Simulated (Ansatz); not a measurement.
The Be–Se system

Level of theory: DFT PBE, scalar-relativistic, plane waves, PAW in Ansatz 0.2.0. Settings: cutoff 420 eV, Γ-centred meshes spaced at most about 0.3 Å⁻¹, and about 0.25 Å⁻¹ or finer for metals (2π included), Gaussian smearing. No spin polarisation.

The zero of energy is the elements' standard structures at the same level; no fitted shifts are applied.

Temperature and zero-point effects are left out. Weakly bound directions are ill-defined at this level, which has no dispersion term (Be3Se2 R-3c, Be2Se3 P1, BeSe2 P4/nmm, BeSe3 P-42_1m). Kohn–Sham gaps at this level usually fall short of measured ones. The reference form of Se is held partly by dispersion forces, which this level lacks.

Database cells and invented structures were relaxed alike (other known phases may be missing); the table has the lowest at each composition.

```csv
phase,lowest structure,reached from,V (Å³/atom),ΔE_f (eV/atom),above hull (eV/atom),gap on mesh (eV)
Be4Se,C222_1 (No. 20),"a relaxed cell, shaken at random and relaxed again",13.2,0.277,0.596,0.00
Be3Se,I4/mmm (No. 139),TiAl3 (D0_22) type (I4/mmm),12.6,0.572,0.970,0.00
Be2Se,C2/m (No. 12),"a relaxed cell, shaken at random and relaxed again",15.0,-0.114,0.417,0.00
Be3Se2,R-3c (No. 167),corundum type (R-3c),23.9,-0.237,0.400,1.50
BeSe,F-43m (No. 216),a cell as deposited in COD,17.3,-0.797,0.000,2.67
Be3Se4,Pmn2_1 (No. 31),a cell proposed by chemical analogy,21.8,-0.515,0.167,1.13
Be2Se3,P1 (No. 1),"a relaxed cell, shaken at random and relaxed again",20.9,-0.426,0.211,1.01
BeSe2,P4/nmm (No. 129),a cell proposed by chemical analogy,26.1,-0.391,0.140,0.00
BeSe3,P-42_1m (No. 113),a cell proposed by chemical analogy,25.9,-0.325,0.074,0.69
```

On the hull of the phases computed: BeSe.

BeSe3 in this cell would release 74 meV/atom by parting into 50.0 % Se + 50.0 % BeSe (shares of atoms). BeSe2 in this cell would release 140 meV/atom by parting into 33.3 % Se + 66.7 % BeSe (shares of atoms). Be3Se4 in this cell would release 167 meV/atom by parting into 14.3 % Se + 85.7 % BeSe (shares of atoms). Some structure types and database cells were kept out of the candidates from the start, so a known form may be missing.

BeSe is the only compound on the computed hull, in line with its known zinc-blende form. Small Be favours fourfold coordination, and eight valence electrons per formula unit just fill the polar sp³ bonding states, which accounts for both the deep energy minimum and the 2.67 eV gap. The other negative formation energies show binding relative to the elements, not resistance to decomposition into BeSe and an element.

The cost of leaving this composition is lopsided: every Se-rich cell lies closer to the hull than any Be-rich one, though neither side varies smoothly with composition. Extra Se can probably be accommodated through Se–Se bonds while Be remains divalent, whereas extra Be leaves electrons that must enter Be–Be bonding or antibonding states. The vanishing gap of BeSe2 suggests that its cell does not achieve the closed-shell pairing expected of a simple diselenide, so a better-paired arrangement might lie lower. The hull distances alone do not show whether any of these phases could persist metastably.
